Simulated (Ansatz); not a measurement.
# Si8HC: the cost of one run

Computed with Ansatz 0.2.0 (DFT PBE, scalar-relativistic, plane waves, PAW, unless a step's input says otherwise).

7 further runs of the same task are left out: 1 that didn't finish, 6 set aside as unsound or not needed. Runs told in other sessions of the task aren't counted.

## Step 1: The structure to begin with

It takes space group P1 (No. 1, triclinic). Conventional cell: a = 3.851 Å, b = 6.365 Å, c = 20.853 Å, α = 90.00°, β = 90.00°, γ = 90.00°. Around Si (site symmetry 1) lie 3 Si at 2.36 to 2.38 Å. Si (site symmetry 1) is surrounded by 4 Si at 2.36 to 2.38 Å. Si (site symmetry 1) is surrounded by 4 Si at 2.31 to 2.38 Å. Si (site symmetry 1) has 1 C at 1.77 Å in its first shell of neighbours. Around Si (site symmetry 1) lie 3 Si at 2.24 to 2.31 Å. Only part of the 10 independent sites is listed.

As a file:

```xyz
10
Lattice="3.8511 0.0000 0.0000 0.0000 6.3647 0.0000 0.0000 0.0000 20.8525" Properties=species:S:1:pos:R:3 pbc="T T T"
Si    0.0000    5.9641    4.0000
Si    0.0000    3.5829    4.0000
Si    1.9255    2.7818    5.1117
Si    1.9255    0.4005    5.1117
Si    1.9255    5.9402    7.3491
Si    1.9255    3.6068    7.3491
Si    0.0000    2.7113    8.2525
Si    0.0000    0.4710    8.2525
C     0.6418    2.7113    9.8990
H     0.6418    2.7113   10.9990
```

This is the geometry of the first run shown, built on a cell relaxed beforehand with the same method.

## Step 2: The scan

Atoms count from 1 in the order of the input.

CH is moved over the surface cell; relaxed at each place: the height of the adsorbate's atoms; substrate rigid; the origin of the map has the adsorbate above Si7.

- position of C9 along the first surface vector, from above Si7: 6 values from 0.000 to 0.833, periodic
- position of C9 along the second surface vector, from above Si7: 6 values from 0.000 to 0.833, periodic

Relaxed at each point: the height of the adsorbate's atoms; substrate rigid. Points are written as (first, second).

The two vectors of the plane (Å): (3.851, 0.000, 0.000); (0.000, 6.365, 0.000).

## Step 3: The run at (1/6, 0/6) of the map's two axes

Input file input.yaml:

```yaml
crystal:
  lattice:
    - [3.8510822046, 0.0, 0.0]
    - [0.0, 6.3646810974, 0.0]
    - [0.0, 0.0, 20.8525435355]
  atoms:
    - { symbol: Si, position: [0.0, 0.9370679271, 0.1918231219] }
    - { symbol: Si, position: [0.0, 0.5629320729, 0.1918231219] }
    - { symbol: Si, position: [0.5, 0.4370679271, 0.2451361229] }
    - { symbol: Si, position: [0.5, 0.0629320729, 0.2451361229] }
    - { symbol: Si, position: [0.5, 0.93330447, 0.3524323327] }
    - { symbol: Si, position: [0.5, 0.56669553, 0.3524323327] }
    - { symbol: Si, position: [0.0, 0.4259907568, 0.3957571661] }
    - { symbol: Si, position: [0.0, 0.0740092432, 0.3957571661] }
    - { symbol: C, position: [0.1666666667, 0.4259907568, 0.4747134699], spin: 1.0 }
    - { symbol: H, position: [0.1666666667, 0.4259907568, 0.5274648284] }
basis:
  ecutwfc: 420
kpoints:
  mp_grid: { grid: [7, 4, 1] }
hamiltonian:
  xc: pbe
  pseudopotentials: { kind: paw, azcp: { folder: soft_1 } }
scf:
  occupations: { method: gaussian, width: 0.05 }
output:
  forces: true
  eigenvalues: true
  populations: true
magnetization:
  spin_polarized: true
relax:
  adjacent_minimum: "off"
  f_tol: 0.025
  max_steps: 16
  constraints: [{ sites: [0, 1, 2, 3, 4, 5, 6, 7] }, { sites: [8, 9], fix: xy }]
efield:
  axis: 3
  dipole_correction: true
  ramp_width: 0.04
```

Run with:

```bash
ansatz run input.yaml --threads 2 --pin off --max-ram 6144MiB --backend cpu --events-out ev --progress --plain --runs-dir out
```

Q: Estimate wall time and peak memory on 2 threads of Arm Neoverse N1, shared host.

About 3.1 min, with a peak of 0.84 GiB.
